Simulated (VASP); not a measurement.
## MgS in VASP 6.6.1, single-point calculation

INCAR

```
LREAL = Auto
PREC = Single
LCHARG = .FALSE.
ENCUT = 520
NELM = 74
IBRION = -1
SIGMA = 0.02
LWAVE = .FALSE.
LASPH = .TRUE.
ISMEAR = -1
ISIF = 2
NBANDS = 11
NSW = 0
EDIFF = 1E-7
GGA = PE
```

KPOINTS

```
KPOINTS created by Atomic Simulation Environment
0
Gamma
8 8 8
0 0 0
```

POSCAR

```
Mg S
 1.0000000000000000
     0.0000000000000000    2.8308768411999998    2.8874943781000000
     2.8308768411999998    0.0000000000000000    2.8874943781000000
     2.8308768411999998    2.8308768411999998    0.0000000000000000
 Mg  S
   1   1
Cartesian
  0.0000000000000000  0.0000000000000000  0.0000000000000000
  1.4154384205999997  1.4154384205999997  1.4437471890500000
```

The recommended PBE PAW datasets give the neutral cell 8 valence electrons.

Command

```
mpirun -np 1 vasp_std
```

Question: How does this run end, and what does it give?

Answer: It converged. Results: gap between bands v and c on the k mesh 3.34 eV; least direct gap on the k mesh 3.34 eV; pressure -0.2 GPa. Band v is the last that the valence electrons fill when counted band by band, and c is the next.

OSZICAR

```
N       E                     dE             d eps       ncg     rms          rms(c)
DAV:   1     0.238172026036E+02    0.23817E+02   -0.33423E+03  1338   0.568E+02
DAV:   2    -0.704456433007E+01   -0.30862E+02   -0.29336E+02  1553   0.987E+01
DAV:   3    -0.897692419141E+01   -0.19324E+01   -0.19296E+01  1603   0.265E+01
DAV:   4    -0.899314494254E+01   -0.16221E-01   -0.16219E-01  1587   0.293E+00
DAV:   5    -0.899335046215E+01   -0.20552E-03   -0.20552E-03  1680   0.327E-01    0.399E+00
DAV:   6    -0.849854675071E+01    0.49480E+00   -0.12585E+00  1439   0.413E+00    0.305E+00
DAV:   7    -0.846489171585E+01    0.33655E-01   -0.26735E-01  1562   0.209E+00    0.238E+00
DAV:   8    -0.847265641663E+01   -0.77647E-02   -0.24277E-02  1403   0.937E-01    0.135E+00
DAV:   9    -0.847173364651E+01    0.92277E-03   -0.24822E-03  1490   0.245E-01    0.452E-01
DAV:  10    -0.847194680229E+01   -0.21316E-03   -0.73034E-04  1463   0.125E-01    0.925E-02
DAV:  11    -0.847195275030E+01   -0.59480E-05   -0.55956E-05  1591   0.304E-02    0.600E-02
DAV:  12    -0.847195405586E+01   -0.13056E-05   -0.77373E-06  1505   0.136E-02    0.630E-03
DAV:  13    -0.847195404485E+01    0.11002E-07   -0.34468E-07  1618   0.290E-03
   1 F= -.84719540E+01 E0= -.84719540E+01  d E =-.145998E-11
```

For comparison, a separate PBE run of the intended cell, on usual settings and not on those above, gives a gap of 3.34 eV on its mesh and a pressure of -0.2 GPa.
